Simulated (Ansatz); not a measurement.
# Al2Pt (Fm-3m) in Ansatz: a series of runs

Runs on Al2Pt. Level: PBEsol. Tasks: single point, equation of state.

Everything below comes from runs of Ansatz 0.2.0. Logs are shortened: lines on timing, memory, paths and dates and some standing lists are left out, and cuts for length are marked.

## (1) Starting point

The structure is cubic, space group Fm-3m (No. 225). Conventional cell: a = 5.910 Å, b = 5.910 Å, c = 5.910 Å, α = 90.00°, β = 90.00°, γ = 90.00°. Pt (site symmetry m-3m) has 8 Al at 2.56 Å as nearest neighbours. Al (site symmetry -43m) has 4 Pt at 2.56 Å as nearest neighbours.

## (2) Single point, PBEsol, 16.17 Å³/atom (volume scaled by 0.94)

File input.yaml:

```yaml
crystal:
  lattice:
    - [0.0, 2.8946769513, 2.8946769513]
    - [2.8946769513, 0.0, 2.8946769513]
    - [2.8946769513, 2.8946769513, 0.0]
  atoms:
    - { symbol: Pt, position: [0.0, 0.0, 0.0] }
    - { symbol: Al, position: [0.75, 0.75, 0.75] }
    - { symbol: Al, position: [0.25, 0.25, 0.25] }
kpoints:
  mp_grid: { grid: [8, 8, 8] }
scf:
  occupations: { method: fermi_dirac, width: 0.05 }
hamiltonian:
  xc: pbesol
  pseudopotentials: { kind: all_electron, lapw: { basis_error: 0.002 } }
output:
  forces: true
  stress: true
  eigenvalues: true
```

Potentials or basis: all-electron LAPW, scalar-relativistic.

Launch:

```sh
$ ansatz run input.yaml --threads 2 --pin off --max-ram 6144MiB --backend cpu --events-out ev --progress --plain --runs-dir out
```

What it wrote:

```text
Warning: RAYON_NUM_THREADS=2 ignored (pool sized by the plan → 2); use --threads N
LAPW: plane waves up to 8.078 Å⁻¹, error target 2.0e-3 eV per atom; small_component_spin mean_spin; Al in spheres of 1.115 Å, 11 of its electrons in bands, Dirac shells []; Pt in spheres of 1.392 Å, 42 of its electrons in bands, Dirac shells [] (how accurate: hamiltonian.pseudopotentials.lapw.basis_error, Limitations)
Engine: ansatz 0.2.0, aarch64-unknown-linux-gnu
Pseudopotentials: kind: all_electron
Pseudopotential: Pt, LAPW, valence charge 42, lapw/all_electron/scalar/gaussian/Pt, Koelling and Harmon's equation, gaussian nucleus
Pseudopotential: Al, LAPW, valence charge 11, lapw/all_electron/scalar/gaussian/Al, Koelling and Harmon's equation, gaussian nucleus
Functional definition: PBEsol
  exchange = pbesol_x
  correlation = pbesol_c
Crystal: 3 atoms, lattice volume = 48.510 Å³
Basis set: ecut = 248.6031301892318 eV, 411 PW (Γ), exchange–correlation at level 2
Bands: 39, of which v1, the nominal top of the filled ones, is band 32 counted from 1 (31 counted from 0)
Symmetry: 48 space group operations
Space group: Fm-3m (ITA 225), of the structure as read, at distance tolerance 3.6e-5 Å
k-points: 29 of 512
Non-local potential: Pt, projectors of the file, none
Non-local potential: Al, projectors of the file, none
Initial density: superposition of atomic densities (chi_scale 0.1, normalization cell, long waves kept (reshape's long-wave potential 0.00 eV rms))
Initial wavefunctions: plane waves of lowest kinetic energy (no species holds an atomic orbital)
Functional: x = pbesol(κ = 0.804, μ = 0.12345679012345678), c = pbesol(β = 0.046)
iter 1 solved again at ethr=4.06e-4 eV; its pass at ethr=1.00e-1 eV (dr2=2.60e-1 eV) is discarded
SCF iter   1: F=—  HF=-514010.433409 eV  |F-HF|=—  |Δ(HF+E_count)|=         —  Δρ=2.99e-2  dr2=2.61e-1  ethr=4.06e-4  ⟨swp⟩=2.6  Hψ=7258  notcnv=0
preconditioner: auto → LDOS  [metal: Δε(μ)=0.119 eV  Ē_g=10.354 eV  σ=0.050 eV  W_gap=0.44  n_scr=14 (ndim 8)  ℏωp=21.3 eV  f_vac=0.023  D(μ)=1.95/eV (n_scr^D=14)  β→1.0]
SCF iter   2: F=—  HF=-514010.239783 eV  |F-HF|=—  |Δ(HF+E_count)|=   1.94e-1  Δρ=7.35e-3  dr2=3.96e-2  ethr=4.06e-4  ⟨swp⟩=2.9  Hψ=3480  notcnv=0
SCF iter   3: F=—  HF=-514009.842617 eV  |F-HF|=—  |Δ(HF+E_count)|=   3.97e-1  Δρ=4.20e-3  dr2=5.29e-3  ethr=6.19e-5  ⟨swp⟩=3.0  Hψ=3520  notcnv=0
SCF iter   4: F=—  HF=-514009.825719 eV  |F-HF|=—  |Δ(HF+E_count)|=         —  Δρ=1.70e-3  dr2=9.51e-4  ethr=8.26e-6  ⟨swp⟩=2.0  Hψ=3138  notcnv=0
the basis was enlarged: its passes take 165.8 KiB over the memory plan, 2 of 2 planned eigensolver slots
iter 5 solved again at ethr=8.99e-8 eV; its pass at ethr=1.49e-6 eV (dr2=5.76e-5 eV) is discarded
SCF iter   5: F=—  HF=-514009.825263 eV  |F-HF|=—  |Δ(HF+E_count)|=   4.56e-4  Δρ=3.81e-4  dr2=5.73e-5  ethr=8.99e-8  ⟨swp⟩=2.0  Hψ=5428  notcnv=0
SCF iter   6: F=—  HF=-514009.825270 eV  |F-HF|=—  |Δ(HF+E_count)|=   7.82e-6  Δρ=4.54e-5  dr2=7.95e-7  ethr=8.96e-8  ⟨swp⟩=2.0  Hψ=3138  notcnv=0
SCF iter   7: F=—  HF=-514009.825270 eV  |F-HF|=—  |Δ(HF+E_count)|=   3.05e-7  Δρ=9.72e-6  dr2=3.68e-8  ethr=1.24e-9  ⟨swp⟩=2.2  Hψ=3145  notcnv=0
SCF iter   8: F=-514009.825270 eV  HF=-514009.825270 eV  |F-HF|=1.51e-9  |Δ(HF+E_count)|=   5.47e-9  Δρ=3.21e-6  dr2=3.01e-9  ethr=5.75e-11  ⟨swp⟩=2.0  Hψ=3138  notcnv=0
SCF 1 converged in 8 iterations: F = -514009.825270 eV  dr2 = 3.01e-9
SCF converged after 8 iterations
Free energy (F): -514009.825270 eV
Harris-Foulkes:  -514009.825270 eV  (|F-HF|=1.51e-9)
Internal energy: -514009.813566 eV  (E = F + TS)
E sigma→0 (E₀):  -514009.819418 eV
Entropy (-TS):   -0.011705 eV (-3.902 meV/atom)
Fermi energy:    15.210286 eV
--- Per-component energies (eV) ---
  E_band       = -4778.697190
  E_kinetic    = 581903.967718
  E_xc         = -10543.775554
  E_electrostatic = -1085370.005729  (all electrons and nuclei)
  E_smearing   = -0.011705  (= −TS)
  E_closure    = 0.000000  (closes the sum)
  E_atoms      = -513992.159434  (free atoms, spherical and without spin; not in F)
  Σ components = -514009.825270   (vs F -514009.825270, Δ=0.00e0)
  Basis errors (estimates in eV, not in F): energy 7.8e-4 per atom: plane waves 6.9e-4 (3.9e-4 summed), levels above the bands 6.9e-60, relativity 4.9e-8, radial functions 9.2e-5, core shells 9.2e-8; eigenvalues (radial functions only) 2.5e-6; not estimated: angular momenta, meshes, grids; target (lapw.basis_error) 2.0e-3; muffin-tin radii Al 1.115 Å, Pt 1.392 Å
--- Forces (eV/Å), atoms counted from 1 ---
  atom   1  Pt     0.00000000    -0.00000000     0.00000000
  atom   2  Al    -0.00000000     0.00000000    -0.00000000
  atom   3  Al    -0.00000000     0.00000000     0.00000000
  max |Σ_I F_I| component: 9.25e-18 eV/Å
--- Stress (GPa, compression-positive) ---
        8.595056      -0.000000       0.000000
       -0.000000       8.595056      -0.000000
        0.000000      -0.000000       8.595056
  P = ⅓ Tr σ = 8.5951 GPa (85.951 kbar)
--- Band table (eV; the first three rows and the last of 29) ---
  k-point 0: bands = ["-288.3831", "-288.3831", "-288.3831", "-288.3599", "-288.3599", "-87.3709", "-87.3684", "-83.8198", "-52.3469", "-52.3290", "-52.3290", "-52.3290", "-52.3155", "-52.3155", "-52.3155", "-49.0539", "-49.0539", "-49.0539", "-49.0454", "-49.0454", "-49.0454", "-38.0332", "-38.0332", "-38.0332", "4.5506", "9.8356", "9.8356", "9.8356", "11.2616", "11.2616", "18.6783", "19.0826", "19.0826", "19.0826", "21.0129", "21.0129", "21.0129", "21.7836", "21.7836"]
  k-point 1: bands = ["-288.3831", "-288.3831", "-288.3831", "-288.3599", "-288.3599", "-87.3708", "-87.3685", "-83.8198", "-52.3469", "-52.3290", "-52.3290", "-52.3290", "-52.3155", "-52.3155", "-52.3155", "-49.0536", "-49.0536", "-49.0536", "-49.0457", "-49.0457", "-49.0457", "-38.0337", "-38.0332", "-38.0332", "4.7764", "9.7151", "9.9102", "9.9102", "11.2369", "11.2369", "16.9488", "18.5855", "18.5855", "18.9596", "21.3093", "21.3867", "21.3867", "21.6011", "21.6011"]
  k-point 2: bands = ["-288.3831", "-288.3831", "-288.3831", "-288.3599", "-288.3599", "-87.3705", "-87.3687", "-83.8198", "-52.3469", "-52.3290", "-52.3290", "-52.3290", "-52.3155", "-52.3155", "-52.3155", "-49.0528", "-49.0527", "-49.0527", "-49.0467", "-49.0467", "-49.0465", "-38.0350", "-38.0333", "-38.0333", "5.4253", "9.4318", "10.0646", "10.0646", "11.2442", "11.2442", "14.3088", "17.5877", "17.5877", "19.3123", "20.9428", "20.9428", "20.9540", "22.8160", "22.8160"]
  k-point 28: bands = ["-288.3831", "-288.3831", "-288.3831", "-288.3599", "-288.3599", "-87.3696", "-87.3696", "-83.8199", "-52.3470", "-52.3290", "-52.3290", "-52.3290", "-52.3155", "-52.3155", "-52.3155", "-49.0558", "-49.0551", "-49.0498", "-49.0498", "-49.0439", "-49.0438", "-38.0357", "-38.0357", "-38.0340", "8.9364", "8.9364", "9.5608", "9.7486", "11.2014", "11.7612", "12.3146", "12.3146", "14.3047", "20.7180", "20.7180", "21.4669", "21.7541", "25.6883", "27.6398"]
```

Run time: 6.5 s. Hardware: 2 threads of Arm Neoverse V2, shared host; peak memory 0.34 GiB.

Results:

| Property | Result |
| --- | --- |
| Free energy | -514009.8253 eV |
| Pressure | 8.6 GPa |
| Band gap on the k mesh | none (metal or under the smearing width) |

## (3) Single point, PBEsol, 16.51 Å³/atom (volume scaled by 0.96)

input.yaml: that of step 2 with these lines changed.

```diff
@@ -2,5 +2,5 @@
   lattice:
-    - [0.0, 2.8946769513, 2.8946769513]
-    - [2.8946769513, 0.0, 2.8946769513]
-    - [2.8946769513, 2.8946769513, 0.0]
+    - [0.0, 2.9150626719, 2.9150626719]
+    - [2.9150626719, 0.0, 2.9150626719]
+    - [2.9150626719, 2.9150626719, 0.0]
   atoms:
```

Potentials or basis: all-electron LAPW, scalar-relativistic.

Launch:

```sh
$ ansatz run input.yaml --threads 2 --pin off --max-ram 6144MiB --backend cpu --events-out ev --progress --plain --runs-dir out
```

Wall time 5.7 s (2 threads of Arm Neoverse V2, shared host); peak memory 0.33 GiB.

Results (log left out):

* Free energy: -514009.8691 eV
* Pressure: 5.1 GPa
* Band gap on the k mesh: none (metal or under the smearing width)

## (4) Single point, PBEsol, 16.86 Å³/atom (volume scaled by 0.98)

input.yaml: that of step 3 with these lines changed.

```diff
@@ -2,5 +2,5 @@
   lattice:
-    - [0.0, 2.9150626719, 2.9150626719]
-    - [2.9150626719, 0.0, 2.9150626719]
-    - [2.9150626719, 2.9150626719, 0.0]
+    - [0.0, 2.9351671877, 2.9351671877]
+    - [2.9351671877, 0.0, 2.9351671877]
+    - [2.9351671877, 2.9351671877, 0.0]
   atoms:
```

Launch:

```sh
$ ansatz run input.yaml --threads 2 --pin off --max-ram 6144MiB --backend cpu --events-out ev --progress --plain --runs-dir out
```

Wall time 5.7 s (2 threads of Arm Neoverse V2, shared host); peak memory 0.34 GiB.

The run converged. Its results:

| Item | Value |
| --- | --- |
| Free energy | -514009.8914 eV |
| Pressure | 1.9 GPa |
| Band gap on the k mesh | none (metal or under the smearing width) |

## (5) Single point, PBEsol, 17.20 Å³/atom

input.yaml: that of step 4 with these lines changed.

```diff
@@ -2,5 +2,5 @@
   lattice:
-    - [0.0, 2.9351671877, 2.9351671877]
-    - [2.9351671877, 0.0, 2.9351671877]
-    - [2.9351671877, 2.9351671877, 0.0]
+    - [0.0, 2.955, 2.955]
+    - [2.955, 0.0, 2.955]
+    - [2.955, 2.955, 0.0]
   atoms:
```

Launch:

```sh
$ ansatz run input.yaml --threads 2 --pin off --max-ram 6144MiB --backend cpu --events-out ev --progress --plain --runs-dir out
```

Wall time 5.7 s (2 threads of Arm Neoverse V2, shared host); peak memory 0.33 GiB.

It converged, with:

| Property | Result |
| --- | --- |
| Free energy | -514009.8943 eV |
| Pressure | -0.9 GPa |
| Band gap on the k mesh | none (metal or under the smearing width) |

## (6) Single point, PBEsol, 17.55 Å³/atom (volume scaled by 1.02)

input.yaml: that of step 5 with these lines changed.

```diff
@@ -2,5 +2,5 @@
   lattice:
-    - [0.0, 2.955, 2.955]
-    - [2.955, 0.0, 2.955]
-    - [2.955, 2.955, 0.0]
+    - [0.0, 2.9745701068, 2.9745701068]
+    - [2.9745701068, 0.0, 2.9745701068]
+    - [2.9745701068, 2.9745701068, 0.0]
   atoms:
```

Potentials or basis: all-electron LAPW, scalar-relativistic.

Launch:

```sh
$ ansatz run input.yaml --threads 2 --pin off --max-ram 6144MiB --backend cpu --events-out ev --progress --plain --runs-dir out
```

Run time: 5.7 s. Hardware: 2 threads of Arm Neoverse V2, shared host; peak memory 0.34 GiB.

It converged, with:

| Property | Result |
| --- | --- |
| Free energy | -514009.8800 eV |
| Pressure | -3.5 GPa |
| Band gap on the k mesh | none (metal or under the smearing width) |

## (7) Single point, PBEsol, 17.89 Å³/atom (volume scaled by 1.04)

input.yaml: that of step 6 with these lines changed.

```diff
@@ -2,5 +2,5 @@
   lattice:
-    - [0.0, 2.9745701068, 2.9745701068]
-    - [2.9745701068, 0.0, 2.9745701068]
-    - [2.9745701068, 2.9745701068, 0.0]
+    - [0.0, 2.9938860383, 2.9938860383]
+    - [2.9938860383, 0.0, 2.9938860383]
+    - [2.9938860383, 2.9938860383, 0.0]
   atoms:
```

Launch:

```sh
$ ansatz run input.yaml --threads 2 --pin off --max-ram 6144MiB --backend cpu --events-out ev --progress --plain --runs-dir out
```

Run time: 5.7 s. Hardware: 2 threads of Arm Neoverse V2, shared host; peak memory 0.33 GiB.

It converged, with:

```yaml
Free_energy: -514009.8502 eV
Pressure: -5.7 GPa
Band_gap_on_the_k_mesh: none (metal or under the smearing width)
```

## (8) Single point, PBEsol, 18.23 Å³/atom (volume scaled by 1.06)

input.yaml: that of step 7 with these lines changed.

```diff
@@ -2,5 +2,5 @@
   lattice:
-    - [0.0, 2.9938860383, 2.9938860383]
-    - [2.9938860383, 0.0, 2.9938860383]
-    - [2.9938860383, 2.9938860383, 0.0]
+    - [0.0, 3.0129558903, 3.0129558903]
+    - [3.0129558903, 0.0, 3.0129558903]
+    - [3.0129558903, 3.0129558903, 0.0]
   atoms:
```

Launch:

```sh
$ ansatz run input.yaml --threads 2 --pin off --max-ram 6144MiB --backend cpu --events-out ev --progress --plain --runs-dir out
```

It took 5.8 s on 2 threads of Arm Neoverse V2, shared host; peak memory 0.33 GiB.

The run converged. Its results:

| Property | Result |
| --- | --- |
| Free energy | -514009.8064 eV |
| Pressure | -7.8 GPa |
| Band gap on the k mesh | none (metal or under the smearing width) |

## (9) Equation of state, PBEsol

Potentials or basis: all-electron LAPW, scalar-relativistic.

This step only gathers the single runs of the series.

Results:

```
Equilibrium volume                      : 17.08 Å³/atom
Bulk modulus                            : 138 GPa
Pressure derivative of the bulk modulus : 4.5
```

Energy against volume, from the lowest point:
```csv
volume (Å³/atom),energy (meV/atom)
16.170,23.02
16.514,8.40
16.858,0.99
17.202,0.00
17.546,4.78
17.890,14.73
18.234,29.31
```
